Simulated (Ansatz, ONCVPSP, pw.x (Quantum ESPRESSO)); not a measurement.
**From atom to crystal: ONCV potential for Pt (Z = 78)**

```
Element                 : Pt
Generator               : ONCVPSP 4.0.1.1 (patched build)
Type                    : optimised norm-conserving Vanderbilt (ONCV)
Functional              : PBE
Relativity              : scalar-relativistic
Frozen core             : [Kr] 4d10 4f14
Valence charge          : 18
Reference configuration : 5s2 5p6 5d9 6s1
Partial waves           : 5s+6s: rc 1.35 bohr, ncon 4, nbas 9, qcut 8.8 1/bohr, 2 projectors; 5p: rc 1.85 bohr, ncon 4, nbas 8, qcut 7.3 1/bohr, 3 projectors, debl 3.6 Ha; 5d: rc 2.25 bohr, ncon 4, nbas 8, qcut 7.1 1/bohr, 1 projector
Local potential         : polynomial inside 1.05 bohr (lpopt 5, dvloc0 1 Ha)
Core correction         : Teter function, fcfact 2.75, rcfact 1.1
```

Atomic tests: cutoffs needed: 30 Ha and 35 Ha (the cutoffs (Ha) at which the residual kinetic energy of the hardest occupied pseudo-wave falls to 1 and 0.1 mHa per electron); ghost test: no bound ghost flagged; GHOST(+) flagged for s at 158.0 eV, p at 425.8 eV; largest excitation error: -222 meV (all-electron minus pseudo) for 5s1 5p6 5d9 6s1, out of 4 test configurations.

Crystal test: sc Pt in pw.x 7.5, no spin, 12³ k-points, Fermi–Dirac smearing 0.01 Ry, cutoffs 85/340 Ry. The lattice is a test structure that the element need not adopt, and mesh and smearing are coarse.

pw.x input:

```
&control
  calculation='scf', prefix='x', pseudo_dir='./', outdir='./tmp', tstress=.true., disk_io='none'
/
&system
  ibrav=0, nat=1, ntyp=1, ecutwfc=85, ecutrho=340, nbnd=17,
  occupations='smearing', smearing='fd', degauss=0.01
/
&electrons
  conv_thr=1e-09, mixing_beta=0.4, electron_maxstep=70
/
ATOMIC_SPECIES
Pt 1.0 Pt.UPF
CELL_PARAMETERS angstrom
  2.63007484 0.00000000 0.00000000
  0.00000000 2.63007484 0.00000000
  0.00000000 0.00000000 2.63007484
ATOMIC_POSITIONS crystal
Pt 0.0000 0.0000 0.0000
K_POINTS automatic
12 12 12 0 0 0
```

```bash
pw.x < Pt.scf.in > Pt.scf.out
```

How does the run end?

It converges; the pressure is -2.50 GPa against -0.80 GPa from all-electron LAPW.  The log shows:

```
     charge density cutoff     =     340.0000  Ry
     scf convergence threshold =      1.0E-09
     Exchange-correlation= PBE
     number of k points=    84  Fermi-Dirac smearing, width (Ry)=  0.0100
     iteration #  1     ecut=    85.00 Ry     beta= 0.40
     total energy              =    -245.85765726 Ry
     estimated scf accuracy    <       0.07762594 Ry
     iteration #  2     ecut=    85.00 Ry     beta= 0.40
     total energy              =    -245.87120693 Ry
     estimated scf accuracy    <       0.00180905 Ry
     iteration #  3     ecut=    85.00 Ry     beta= 0.40
     total energy              =    -245.87128164 Ry
     estimated scf accuracy    <       0.00060190 Ry
     iteration #  4     ecut=    85.00 Ry     beta= 0.40
     total energy              =    -245.87131922 Ry
     estimated scf accuracy    <       0.00001159 Ry
     iteration #  5     ecut=    85.00 Ry     beta= 0.40
     total energy              =    -245.87132237 Ry
     estimated scf accuracy    <       0.00000217 Ry
     iteration #  6     ecut=    85.00 Ry     beta= 0.40
     total energy              =    -245.87132263 Ry
     estimated scf accuracy    <       0.00000018 Ry
     iteration #  7     ecut=    85.00 Ry     beta= 0.40
     total energy              =    -245.87132265 Ry
     estimated scf accuracy    <          9.1E-09 Ry
     iteration #  8     ecut=    85.00 Ry     beta= 0.40
     the Fermi energy is    18.2400 ev
!    total energy              =    -245.87132265 Ry
     estimated scf accuracy    <          5.1E-10 Ry
     smearing contrib. (-TS)   =      -0.00596811 Ry
     The total energy is F=E-TS. E is the sum of the following terms:
     one-electron contribution =     -79.07340433 Ry
     hartree contribution      =      47.47938731 Ry
     xc contribution           =     -29.30916891 Ry
     ewald contribution        =    -184.96216861 Ry
     convergence has been achieved in   8 iterations
          total   stress  (Ry/bohr**3)                   (kbar)     P=      -24.98
     Message from routine punch:
     Nothing written, as per user request (disk_io='none')
```
